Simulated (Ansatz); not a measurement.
# Be in Ansatz: the effect of functional

Crystal: Be.

```
Be
1.0
     0.00000    1.57905    1.57905
     1.57905    0.00000    1.57905
     1.57905    1.57905    0.00000
Be
1
Direct
  0.00000 0.00000 0.00000
```

The cell was built by a generator and needn't be a form met in nature.

Alike in all runs:

| Item | Value |
| --- | --- |
| Program | Ansatz 0.2.0 |
| Task | band structure |
| Potentials or basis | Ansatz PAW |
| k mesh | 14 × 14 × 14 |
| Occupations | fermi-dirac, width 0.05 eV |
| Spin | no spin polarisation |

| functional | cutoff | pressure (GPa) |
| --- | --- | --- |
| LDA | 420 eV (not typed: the program's choice for these potentials) | ? |
| PBE | 420 eV (not typed: the program's choice for these potentials) | -0.2 |
| PBEsol | 420 eV (not typed: the program's choice for these potentials) | -1.3 |
| RPBE | 420 eV (not typed: the program's choice for these potentials) | 3.1 |
| revPBE | 420 eV (not typed: the program's choice for these potentials) | 2.6 |
| BLYP | 420 eV (not typed: the program's choice for these potentials) | 0.1 |
| r2SCAN | 500 eV (not typed: the program's choice for these potentials) | 0.0 |

**Question.** What does the run with functional LDA give?

**Answer.** Pressure -6.0 GPa.

Caveats: the PAW data sets come from PBE, with cores solved anew for the run's functional, which leaves a small shift of forces and pressure (some runs).
